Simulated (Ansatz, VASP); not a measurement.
## Al: VASP beside Ansatz

```
Al
1.0
     4.60507    0.00000    0.00000
    -2.30253    3.98811    0.00000
     0.00000    0.00000    2.66843
Al
2
Direct
  0.33333 0.66667 0.50000
  0.66667 0.33333 0.50000
```

Alike in both runs: functional PBE; k mesh 6 × 6 × 6; occupations gaussian, width 0.1 eV; no spin polarisation.

Ansatz relaxed the structure, and its values are those at the end. VASP's run is a single point on that final structure, the one shown.

```csv
,VASP,Ansatz
version,VASP 6.6.1,Ansatz 0.2.0
potentials or method,"VASP PAW PBE potentials, release 64 (Al)","scalar-relativistic, plane waves, PAW"
plane-wave cutoff (eV),520,420
valence electrons in the cell,6,6
```

|  | VASP | Ansatz | Ansatz less VASP |
| --- | --- | --- | --- |
| gap on the k mesh at the Fermi level (eV) | none | none | - |
| pressure (GPa) | 0.1 | 0.1 | +0.01 |

A gap of «none» marks a metal or a gap that the smearing closes.

Caveats: the k mesh is coarse (spacing up to 0.39 Å⁻¹), so the values aren't converged.
